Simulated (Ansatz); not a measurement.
Input for Ansatz (plane-wave DFT, PAW):

```yaml
crystal:
  lattice:
    - [3.2159940711, 0.0, 0.0]
    - [-1.6079970356, 2.785132564, 0.0]
    - [0.0, 0.0, 5.2504546535]
  atoms:
    - { symbol: Hf, position: [0.0, 0.0, 0.0] }
    - { symbol: "N", position: [0.3333333333, 0.6666666667, 0.25] }
    - { symbol: Hf, position: [0.0, 0.0, 0.5] }
    - { symbol: "N", position: [0.6666666667, 0.3333333333, 0.75] }
basis:
  ecutwfc: 420
kpoints:
  mp_grid: { grid: [12, 12, 9] }
hamiltonian:
  xc: pbe
scf:
  occupations: { method: gaussian, width: 0.1 }
output:
  forces: true
  stress: true
  eigenvalues: true
  populations: true
relax:
  adjacent_minimum: "off"
  f_tol: 0.01
  max_steps: 45
  cell: { stress_tol: 0.05 }
```

Run as
```bash
ansatz run input.yaml --threads 1 --pin off --max-ram 2560MiB --backend cpu --events-out ev --progress --plain --runs-dir out
```

Computed with DFT PBE, scalar-relativistic, plane waves, PAW (Ansatz).

Part of what the program printed, abridged (iterations and final results):

```
SCF iter   1: F=—  HF=-32215.529865 eV  |F-HF|=—  |Δ(HF+E_count)|=         —  Δρ=4.38e-3  dr2=6.99e-3  ethr=1.77e-3  ⟨swp⟩=5.1  Hψ=11635  notcnv=0  defer=6
SCF iter   2: F=—  HF=-32215.528631 eV  |F-HF|=—  |Δ(HF+E_count)|=   1.23e-3  Δρ=2.30e-3  dr2=1.57e-3  ethr=1.13e-5  ⟨swp⟩=2.1  Hψ=6745  notcnv=0  defer=6
SCF iter   3: F=—  HF=-32215.528409 eV  |F-HF|=—  |Δ(HF+E_count)|=   2.21e-4  Δρ=7.80e-4  dr2=2.09e-4  ethr=2.53e-6  ⟨swp⟩=1.9  Hψ=4262  notcnv=0  defer=6
SCF iter   4: F=—  HF=-32215.528410 eV  |F-HF|=—  |Δ(HF+E_count)|=   3.54e-7  Δρ=2.00e-4  dr2=1.06e-5  ethr=3.36e-7  ⟨swp⟩=2.2  Hψ=6385  notcnv=0  defer=6
SCF iter   5: F=—  HF=-32215.528423 eV  |F-HF|=—  |Δ(HF+E_count)|=   1.31e-5  Δρ=1.00e-4  dr2=1.93e-6  ethr=1.71e-8  ⟨swp⟩=2.6  Hψ=6745  notcnv=0  defer=6
SCF iter   6: F=—  HF=-32215.528423 eV  |F-HF|=—  |Δ(HF+E_count)|=   1.16e-7  Δρ=3.30e-5  dr2=2.36e-7  ethr=3.11e-9  ⟨swp⟩=2.1  Hψ=6422  notcnv=0  defer=6
SCF iter   7: F=-32215.528423 eV  HF=-32215.528423 eV  |F-HF|=6.15e-9  |Δ(HF+E_count)|=   2.68e-8  Δρ=6.51e-6  dr2=1.25e-8  ethr=1.61e-10  ⟨swp⟩=9.9  Hψ=19290  notcnv=0
SCF 1 converged in 7 iterations: F = -32215.528423 eV  dr2 = 1.25e-8
relax step   1: F+E_penalty+E_count = -32215.52842277 eV  Δ(F+E_penalty+E_count) = +0.000e0 eV  max|allowed force component| = 1.758e-16 eV/Å  Δτ_max = 0.0000 Å  P = +15.027 GPa  Ω = 47.028 Å³  (7 SCF iters, dr2 threshold 1.00e-7 eV, accepted)
Crystal: 4 atoms, lattice volume = 48.812 Å³
Basis set: ecut = 420 eV, 979 PW (Γ), exchange–correlation on 48×48×72 points (8 copies of the dense FFT grid, shifted against one another)
Initial density: handed on by an earlier stage of this run
Initial wavefunctions: those handed on with the density
SCF iter   1: F=—  HF=-32215.930908 eV  |F-HF|=—  |Δ(HF+E_count)|=         —  Δρ=1.13e-2  dr2=6.89e-2  ethr=1.07e-4  ⟨swp⟩=2.0  Hψ=20310  notcnv=0
SCF iter   2: F=—  HF=-32215.916555 eV  |F-HF|=—  |Δ(HF+E_count)|=   1.44e-2  Δρ=6.68e-3  dr2=2.75e-2  ethr=1.07e-4  ⟨swp⟩=1.7  Hψ=3857  notcnv=0
SCF iter   3: F=—  HF=-32215.908210 eV  |F-HF|=—  |Δ(HF+E_count)|=   8.34e-3  Δρ=1.50e-3  dr2=1.58e-3  ethr=4.43e-5  ⟨swp⟩=2.6  Hψ=6363  notcnv=0
SCF iter   4: F=—  HF=-32215.907702 eV  |F-HF|=—  |Δ(HF+E_count)|=   5.08e-4  Δρ=8.05e-4  dr2=2.55e-4  ethr=2.55e-6  ⟨swp⟩=2.0  Hψ=6473  notcnv=0
SCF iter   5: F=—  HF=-32215.907464 eV  |F-HF|=—  |Δ(HF+E_count)|=   2.38e-4  Δρ=4.29e-4  dr2=6.13e-5  ethr=4.11e-7  ⟨swp⟩=2.0  Hψ=6544  notcnv=0
SCF iter   6: F=—  HF=-32215.907385 eV  |F-HF|=—  |Δ(HF+E_count)|=   7.95e-5  Δρ=1.03e-4  dr2=3.00e-6  ethr=9.88e-8  ⟨swp⟩=2.0  Hψ=6550  notcnv=0
SCF iter   7: F=—  HF=-32215.907385 eV  |F-HF|=—  |Δ(HF+E_count)|=   5.35e-7  Δρ=2.84e-5  dr2=4.26e-7  ethr=4.83e-9  ⟨swp⟩=2.0  Hψ=5850  notcnv=0
SCF iter   8: F=-32215.907385 eV  HF=-32215.907385 eV  |F-HF|=6.73e-8  |Δ(HF+E_count)|=   7.03e-8  Δρ=1.28e-5  dr2=7.35e-8  ethr=6.45e-10  ⟨swp⟩=5.7  Hψ=15081  notcnv=0
SCF 2 converged in 8 iterations: F = -32215.907385 eV  dr2 = 7.35e-8
relax step   2: F+E_penalty+E_count = -32215.90738527 eV  Δ(F+E_penalty+E_count) = -3.790e-1 eV  max|allowed force component| = 2.220e-16 eV/Å  Δτ_max = 0.0000 Å  P = +2.038 GPa  Ω = 48.812 Å³  energy of the carried Pulay correction = -5.377e-3 eV  (8 SCF iters, dr2 threshold 4.00e-7 eV, accepted)
Crystal: 4 atoms, lattice volume = 48.611 Å³
Basis set: ecut = 420 eV, 931 PW (Γ), exchange–correlation on 48×48×72 points (8 copies of the dense FFT grid, shifted against one another)
SCF iter   1: F=—  HF=-32215.985262 eV  |F-HF|=—  |Δ(HF+E_count)|=         —  Δρ=7.05e-3  dr2=2.61e-2  ethr=4.40e-5  ⟨swp⟩=1.9  Hψ=21380  notcnv=0
SCF iter   2: F=—  HF=-32215.979917 eV  |F-HF|=—  |Δ(HF+E_count)|=   5.34e-3  Δρ=4.54e-3  dr2=1.20e-2  ethr=4.21e-5  ⟨swp⟩=1.0  Hψ=3610  notcnv=0
SCF iter   3: F=—  HF=-32215.975769 eV  |F-HF|=—  |Δ(HF+E_count)|=   4.15e-3  Δρ=6.02e-4  dr2=6.77e-5  ethr=1.94e-5  ⟨swp⟩=2.0  Hψ=6326  notcnv=0
SCF iter   4: F=—  HF=-32215.975658 eV  |F-HF|=—  |Δ(HF+E_count)|=   1.11e-4  Δρ=2.24e-4  dr2=1.78e-5  ethr=1.09e-7  ⟨swp⟩=2.3  Hψ=6626  notcnv=0
SCF iter   5: F=—  HF=-32215.975639 eV  |F-HF|=—  |Δ(HF+E_count)|=   1.89e-5  Δρ=9.93e-5  dr2=5.04e-6  ethr=2.87e-8  ⟨swp⟩=2.1  Hψ=6559  notcnv=0
SCF iter   6: F=-32215.975639 eV  HF=-32215.975639 eV  |F-HF|=1.23e-7  |Δ(HF+E_count)|=   6.81e-7  Δρ=3.33e-5  dr2=3.41e-7  ethr=6.45e-10  ⟨swp⟩=6.5  Hψ=20164  notcnv=0
SCF 3 converged in 6 iterations: F = -32215.975639 eV  dr2 = 3.41e-7
relax step   3: F+E_penalty+E_count = -32215.97563870 eV  Δ(F+E_penalty+E_count) = -6.825e-2 eV  max|allowed force component| = 2.683e-16 eV/Å  Δτ_max = 0.0000 Å  P = +1.582 GPa  Ω = 48.611 Å³  energy of the carried Pulay correction = -4.945e-3 eV  (6 SCF iters, dr2 threshold 4.00e-7 eV, accepted)
Crystal: 4 atoms, lattice volume = 48.843 Å³
SCF iter   1: F=—  HF=-32215.978439 eV  |F-HF|=—  |Δ(HF+E_count)|=         —  Δρ=1.40e-3  dr2=1.07e-3  ethr=1.84e-6  ⟨swp⟩=2.9  Hψ=18746  notcnv=0
SCF iter   2: F=—  HF=-32215.978223 eV  |F-HF|=—  |Δ(HF+E_count)|=   2.16e-4  Δρ=8.09e-4  dr2=4.05e-4  ethr=1.72e-6  ⟨swp⟩=1.9  Hψ=3824  notcnv=0
SCF iter   3: F=—  HF=-32215.978098 eV  |F-HF|=—  |Δ(HF+E_count)|=   1.25e-4  Δρ=2.18e-4  dr2=3.49e-5  ethr=6.53e-7  ⟨swp⟩=2.5  Hψ=5425  notcnv=0
SCF iter   4: F=—  HF=-32215.977945 eV  |F-HF|=—  |Δ(HF+E_count)|=   1.53e-4  Δρ=8.66e-5  dr2=2.63e-6  ethr=5.64e-8  ⟨swp⟩=2.0  Hψ=6430  notcnv=0
SCF iter   5: F=—  HF=-32215.977942 eV  |F-HF|=—  |Δ(HF+E_count)|=   2.81e-6  Δρ=5.21e-5  dr2=7.67e-7  ethr=6.45e-10  ⟨swp⟩=7.7  Hψ=19336  notcnv=0
SCF iter   6: F=-32215.977942 eV  HF=-32215.977942 eV  |F-HF|=1.02e-8  |Δ(HF+E_count)|=   3.30e-7  Δρ=1.19e-5  dr2=4.65e-8  ethr=6.45e-10  ⟨swp⟩=5.4  Hψ=14839  notcnv=0
SCF 4 converged in 6 iterations: F = -32215.977942 eV  dr2 = 4.65e-8
relax step   4: F+E_penalty+E_count = -32215.97794244 eV  Δ(F+E_penalty+E_count) = -2.304e-3 eV  max|allowed force component| = 5.089e-17 eV/Å  Δτ_max = 0.0000 Å  P = +0.173 GPa  Ω = 48.843 Å³  energy of the carried Pulay correction = -5.633e-3 eV  (6 SCF iters, dr2 threshold 4.00e-7 eV, accepted)
Crystal: 4 atoms, lattice volume = 48.880 Å³
SCF iter   1: F=—  HF=-32215.978000 eV  |F-HF|=—  |Δ(HF+E_count)|=         —  Δρ=1.00e-4  dr2=4.83e-6  ethr=8.38e-9  ⟨swp⟩=3.1  Hψ=19986  notcnv=0
SCF iter   2: F=—  HF=-32215.977856 eV  |F-HF|=—  |Δ(HF+E_count)|=   1.44e-4  Δρ=3.55e-5  dr2=5.96e-7  ethr=7.80e-9  ⟨swp⟩=2.0  Hψ=5328  notcnv=0
SCF iter   3: F=—  HF=-32215.977856 eV  |F-HF|=—  |Δ(HF+E_count)|=   3.33e-8  Δρ=1.89e-5  dr2=1.97e-7  ethr=1.42e-10  ⟨swp⟩=6.0  Hψ=16844  notcnv=0
SCF iter   4: F=—  HF=-32215.977856 eV  |F-HF|=—  |Δ(HF+E_count)|=   2.40e-8  Δρ=8.92e-6  dr2=4.18e-8  ethr=1.42e-10  ⟨swp⟩=5.4  Hψ=15678  notcnv=0
SCF iter   5: F=-32215.977856 eV  HF=-32215.977856 eV  |F-HF|=6.88e-10  |Δ(HF+E_count)|=   3.82e-8  Δρ=3.38e-6  dr2=5.20e-9  ethr=6.75e-11  ⟨swp⟩=4.9  Hψ=13591  notcnv=0
SCF 5 converged in 5 iterations: F = -32215.977856 eV  dr2 = 5.20e-9
relax step   5: F+E_penalty+E_count = -32215.97785570 eV  Δ(F+E_penalty+E_count) = +8.675e-5 eV  max|allowed force component| = 2.591e-16 eV/Å  Δτ_max = 0.0000 Å  P = -0.010 GPa  Ω = 48.880 Å³  energy of the carried Pulay correction = -5.740e-3 eV  (5 SCF iters, dr2 threshold 8.83e-8 eV, accepted)
Basis set: ecut = 420 eV, 931 PW (Γ), exchange–correlation on 48×48×80 points (8 copies of the dense FFT grid, shifted against one another)
Initial wavefunctions: pseudopotential atomic-orbital guess (no wavefunctions were taken with the density)
SCF iter   1: F=—  HF=-32215.991347 eV  |F-HF|=—  |Δ(HF+E_count)|=         —  Δρ=6.37e-4  dr2=2.71e-5  ethr=7.01e-8  ⟨swp⟩=3.3  Hψ=21619  notcnv=0
SCF iter   2: F=—  HF=-32215.991458 eV  |F-HF|=—  |Δ(HF+E_count)|=   1.12e-4  Δρ=3.34e-4  dr2=5.96e-6  ethr=4.37e-8  ⟨swp⟩=2.0  Hψ=5769  notcnv=0
SCF iter   3: F=—  HF=-32215.991485 eV  |F-HF|=—  |Δ(HF+E_count)|=   2.65e-5  Δρ=8.03e-5  dr2=4.49e-7  ethr=9.62e-9  ⟨swp⟩=2.0  Hψ=5807  notcnv=0
SCF iter   4: F=—  HF=-32215.991489 eV  |F-HF|=—  |Δ(HF+E_count)|=   4.64e-6  Δρ=1.34e-5  dr2=4.93e-8  ethr=7.24e-10  ⟨swp⟩=2.0  Hψ=6562  notcnv=0
SCF iter   5: F=—  HF=-32215.991489 eV  |F-HF|=—  |Δ(HF+E_count)|=   3.83e-8  Δρ=5.94e-6  dr2=1.69e-8  ethr=7.95e-11  ⟨swp⟩=2.0  Hψ=6544  notcnv=0
SCF iter   6: F=—  HF=-32215.991489 eV  |F-HF|=—  |Δ(HF+E_count)|=   1.21e-9  Δρ=1.09e-6  dr2=5.81e-10  ethr=2.73e-11  ⟨swp⟩=2.0  Hψ=5634  notcnv=0
SCF iter   7: F=-32215.991489 eV  HF=-32215.991489 eV  |F-HF|=2.18e-11  |Δ(HF+E_count)|=  1.24e-10  Δρ=2.38e-7  dr2=2.42e-11  ethr=1.00e-12  ⟨swp⟩=3.8  Hψ=16781  notcnv=0
SCF 6 converged in 7 iterations: F = -32215.991489 eV  dr2 = 2.42e-11
Crystal: 4 atoms, lattice volume = 48.919 Å³
SCF iter   1: F=—  HF=-32215.991597 eV  |F-HF|=—  |Δ(HF+E_count)|=         —  Δρ=3.76e-4  dr2=7.64e-5  ethr=1.20e-7  ⟨swp⟩=2.1  Hψ=16145  notcnv=0
SCF iter   2: F=—  HF=-32215.991625 eV  |F-HF|=—  |Δ(HF+E_count)|=   2.77e-5  Δρ=2.30e-4  dr2=3.20e-5  ethr=1.20e-7  ⟨swp⟩=1.0  Hψ=3610  notcnv=0
SCF iter   3: F=—  HF=-32215.991614 eV  |F-HF|=—  |Δ(HF+E_count)|=   1.08e-5  Δρ=5.65e-5  dr2=1.99e-6  ethr=5.16e-8  ⟨swp⟩=2.1  Hψ=4534  notcnv=0
SCF iter   4: F=-32215.991613 eV  HF=-32215.991613 eV  |F-HF|=1.48e-7  |Δ(HF+E_count)|=   4.73e-7  Δρ=2.31e-5  dr2=1.52e-7  ethr=6.45e-10  ⟨swp⟩=6.1  Hψ=16640  notcnv=0
SCF 7 converged in 4 iterations: F = -32215.991613 eV  dr2 = 1.52e-7
relax step   7: F+E_penalty+E_count = -32215.99161312 eV  Δ(F+E_penalty+E_count) = -1.238e-4 eV  max|allowed force component| = 2.637e-16 eV/Å  Δτ_max = 0.0000 Å  P = +0.014 GPa  Ω = 48.919 Å³  energy of the carried Pulay correction = -8.744e-5 eV  (4 SCF iters, dr2 threshold 4.00e-7 eV, accepted)
SCF iter   1: F=—  HF=-32215.991685 eV  |F-HF|=—  |Δ(HF+E_count)|=         —  Δρ=2.48e-5  dr2=1.53e-7  ethr=8.86e-9  ⟨swp⟩=4.0  Hψ=22886  notcnv=0
SCF iter   2: F=—  HF=-32215.991729 eV  |F-HF|=—  |Δ(HF+E_count)|=   4.31e-5  Δρ=1.42e-5  dr2=5.71e-8  ethr=2.47e-10  ⟨swp⟩=2.0  Hψ=6558  notcnv=0
SCF iter   3: F=—  HF=-32215.991729 eV  |F-HF|=—  |Δ(HF+E_count)|=   5.79e-9  Δρ=9.34e-6  dr2=2.91e-8  ethr=9.21e-11  ⟨swp⟩=2.0  Hψ=4940  notcnv=0
SCF iter   4: F=—  HF=-32215.991729 eV  |F-HF|=—  |Δ(HF+E_count)|=   9.12e-9  Δρ=1.71e-6  dr2=1.26e-9  ethr=4.69e-11  ⟨swp⟩=2.0  Hψ=6530  notcnv=0
SCF iter   5: F=—  HF=-32215.991729 eV  |F-HF|=—  |Δ(HF+E_count)|=  1.38e-10  Δρ=5.08e-7  dr2=1.27e-10  ethr=2.04e-12  ⟨swp⟩=2.0  Hψ=6558  notcnv=0
SCF iter   6: F=-32215.991729 eV  HF=-32215.991729 eV  |F-HF|=7.28e-12  |Δ(HF+E_count)|=  7.28e-12  Δρ=1.84e-7  dr2=1.68e-11  ethr=1.00e-12  ⟨swp⟩=4.5  Hψ=13497  notcnv=0
SCF 8 converged in 6 iterations: F = -32215.991729 eV  dr2 = 1.68e-11
SCF converged after 6 iterations
Free energy (F): -32215.991729 eV
Harris-Foulkes:  -32215.991729 eV  (|F-HF|=7.28e-12)
Internal energy: -32215.984107 eV  (E = F + TS)
E sigma→0 (E₀):  -32215.987918 eV
Entropy (-TS):   -0.007621 eV (-1.905 meV/atom)
Fermi energy:    22.100849 eV
--- Per-component energies (eV) ---
  E_band       = 272.673271
  E_kinetic    = 1111.102144
  E_local      = -9946.051586  (includes V_loc(G=0)·N_el)
  E_nonlocal   = -2397.333576
  E_hartree    = 4692.182907
  E_xc         = -722.329080
  E_vxc        = -688.316632  (∫ρ·V_xc dr)
  E_paw        = -14109.193605  (= ΣΔE_a)
  E_vpaw       = 2808.906612  (= ΣTr[D̂ρ^β])
  E_aug_tail   = 0.000184  (compensation charges beyond the density's cutoff)
  E_ewald      = -10844.361495
  E_smearing   = -0.007621  (= −TS)
--- Forces (eV/Å), atoms counted from 1 ---
  atom   1  Hf     0.00000000     0.00000000     0.00000000
  atom   2  N      0.00000000     0.00000000     0.00000000
  atom   3  Hf     0.00000000     0.00000000     0.00000000
  atom   4  N      0.00000000     0.00000000     0.00000000
--- Stress (GPa, compression-positive) ---
       -0.000018       0.000000       0.000000
        0.000000      -0.000018       0.000000
        0.000000       0.000000       0.040419
  P = ⅓ Tr σ = 0.0135 GPa (0.135 kbar)
--- Band table (eV; the first three rows and the last of 95) ---
  k-point 0: bands = ["-40.4628", "-40.3809", "-9.8578", "-8.9535", "-8.9535", "-8.8261", "-8.8261", "-8.5774", "5.3474", "7.4346", "9.5722", "9.6174", "9.6271", "9.6271", "9.6884", "9.6884", "9.6914", "9.6925", "9.6990", "9.6990", "9.7576", "9.7772", "9.7772", "9.7976", "13.8748", "17.1262", "17.1262", "19.2505", "19.2635", "19.8630", "19.8630", "22.9374", "22.9374", "22.9795", "22.9795", "24.0227", "26.7950", "27.1565"]
  k-point 1: bands = ["-40.4603", "-40.3834", "-9.8227", "-8.9497", "-8.9497", "-8.8300", "-8.8300", "-8.6203", "5.4061", "7.3637", "9.5728", "9.6176", "9.6289", "9.6289", "9.6865", "9.6865", "9.6914", "9.6925", "9.7010", "9.7010", "9.7536", "9.7745", "9.7745", "9.7809", "14.0069", "17.1800", "17.1800", "18.5990", "19.7006", "19.7006", "19.8873", "23.0378", "23.0378", "23.1067", "23.1067", "24.2013", "26.3913", "27.2843"]
  k-point 2: bands = ["-40.4532", "-40.3905", "-9.7207", "-8.9387", "-8.9387", "-8.8412", "-8.8412", "-8.7419", "5.5754", "7.1633", "9.5750", "9.6166", "9.6343", "9.6343", "9.6813", "9.6813", "9.6915", "9.6924", "9.7069", "9.7069", "9.7428", "9.7450", "9.7667", "9.7667", "14.3767", "17.3394", "17.3394", "17.8790", "19.3095", "19.3095", "20.5714", "23.2058", "23.2058", "23.4883", "23.4883", "24.6792", "25.5700", "27.0032"]
  k-point 94: bands = ["-40.3757", "-40.3620", "-9.4319", "-9.4319", "-9.3878", "-9.3878", "-9.1575", "-8.9602", "7.0862", "7.0862", "9.6083", "9.6107", "9.6639", "9.6648", "9.6758", "9.6758", "9.6981", "9.6981", "9.7127", "9.7127", "9.7342", "9.7520", "9.7926", "9.7926", "15.8393", "15.8393", "16.8883", "16.9284", "16.9284", "17.4591", "22.8893", "22.8893", "24.8409", "25.3271", "25.3271", "25.6224", "27.2490", "27.2490"]
--- Relaxed structure (6 steps of the walk, 6 accepted, 2 SCFs on fresh bases) ---
  F+E_penalty+E_count = -32215.99172859 eV   max|allowed force component| = 2.174e-16 eV/Å   (the final SCF, on the basis selected at the relaxed cell)
  cell:  # Å, volume = 48.9191 Å³
    - [3.15039517, 0.0, 0.0]
    - [-1.57519758, 2.72832225, 0.0]
    - [0.0, 0.0, 5.69138735]
  atoms:
    - { symbol: Hf, position: [0.0, 0.0, 0.0] }
    - { symbol: N, position: [0.33333333, 0.66666666, 0.24999999] }
    - { symbol: Hf, position: [0.0, 0.0, 0.49999999] }
    - { symbol: N, position: [0.66666666, 0.33333333, 0.74999999] }
--- Löwdin populations: 4 sites ---
  site symbol q [e]
     0     Hf     25.2420
     1      N      5.6997
     2     Hf     25.2420
     3      N      5.6997
  spilling = 0.001882 (of n_electrons = 62.000000)
```

The relaxation met its thresholds.

The run took 79 s on 1 thread of Arm Neoverse V1 (shared host), peak memory 0.43 GiB.

Spin–orbit coupling is left out, which can shift energies with elements as heavy as these.